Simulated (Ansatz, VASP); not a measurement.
# Al in VASP and in Ansatz

File INCAR:

```
ALGO = Fast ; EDIFF = 1E-7
ENCUT = 520 ; GGA = PE
ISIF = 2 ; ISMEAR = 0
IVDW = 12 ; LASPH = T
LCHARG = F ; LREAL = F
LWAVE = F ; NBANDS = 8
NELM = 80 ; PREC = Accurate
SIGMA = 0.15
```

KPOINTS

```
k-points
0
Gamma
  26 26 26
```

The input POSCAR:

```
Al
1.0
    0.0000000000      1.9913628292      1.8420106170
    1.9913628292      0.0000000000      1.8420106170
    1.9913628292      1.9913628292      0.0000000000
Al
1
Direct
    0.0000000000      0.0000000000      0.0000000000
```

Input for Ansatz:

```yaml
crystal:
  lattice:
    - [0.0, 1.9913628292, 1.842010617]
    - [1.9913628292, 0.0, 1.842010617]
    - [1.9913628292, 1.9913628292, 0.0]
  atoms:
    - { symbol: Al, position: [0.0, 0.0, 0.0] }
basis:
  ecutwfc: 420
kpoints:
  mp_grid: { grid: [26, 26, 26] }
hamiltonian:
  xc: pbe
  dispersion: d3bj
scf:
  occupations: { method: gaussian, width: 0.15 }
output:
  forces: true
  stress: true
  eigenvalues: true
```

Change from the starting cell: strain -0.0750 x Voigt [0, 0, 1, 0, 0, 0], atoms carried along.

Alike in both runs: task single point; functional PBE; dispersion D3(BJ); k mesh 26 × 26 × 26; occupations gaussian, width 0.15 eV; no spin polarisation.

```csv
,VASP,Ansatz
version,VASP 6.6.1,Ansatz 0.2.0
potentials or method,"VASP PAW PBE potentials, release 64 (Al)","scalar-relativistic, plane waves, PAW"
plane-wave cutoff (eV),520,420
valence electrons in the cell,3,3
```

|  | VASP | Ansatz | Ansatz less VASP |
| --- | --- | --- | --- |
| gap on the k mesh at the Fermi level (eV) | none | none | - |
| pressure (GPa) | 8.5 | 8.5 | +0.03 |
| largest component of the traceless stress (GPa) | 4.23 | 4.23 | -0.001 |

A gap of «none» marks a metal or a gap that the smearing closes.

Caveats: pairwise dispersion overbinds metals, which lowers pressure and volume.
